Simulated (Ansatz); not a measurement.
# Niobium (fcc) across density functionals

All rows: Ansatz, plane waves with scalar-relativistic PAW, 420 eV (500 eV for the SCAN forms), relaxed under each functional, no dispersion correction, no zero-point motion. B₀ comes from uniform scaling at fixed shape; a dash is a value not given.

```json
{"functional": "PBE", "V (Å³/atom)": "18.79", "cell": "a = 4.220 Å", "B₀ (GPa)": "163", "magnetic state": "non-magnetic", "ΔE to bcc (meV/atom)": "325"}
{"functional": "r²SCAN", "V (Å³/atom)": "18.71", "cell": "a = 4.214 Å", "B₀ (GPa)": "169", "magnetic state": "non-magnetic", "ΔE to bcc (meV/atom)": "332"}
{"functional": "LDA", "V (Å³/atom)": "17.77", "cell": "a = 4.142 Å", "B₀ (GPa)": "182", "magnetic state": "spin not included", "ΔE to bcc (meV/atom)": "367"}
{"functional": "revPBE", "V (Å³/atom)": "19.03", "cell": "a = 4.238 Å", "B₀ (GPa)": "158", "magnetic state": "spin not included", "ΔE to bcc (meV/atom)": "317"}
{"functional": "RPBE", "V (Å³/atom)": "19.12", "cell": "a = 4.245 Å", "B₀ (GPa)": "156", "magnetic state": "spin not included", "ΔE to bcc (meV/atom)": "313"}
{"functional": "BLYP", "V (Å³/atom)": "19.50", "cell": "a = 4.273 Å", "B₀ (GPa)": "151", "magnetic state": "spin not included", "ΔE to bcc (meV/atom)": "309"}
```

What does PBEsol give?

V (Å³/atom): 18.17; cell: a = 4.173 Å; B₀ (GPa): 174; magnetic state: spin not included; ΔE to bcc (meV/atom): 349.
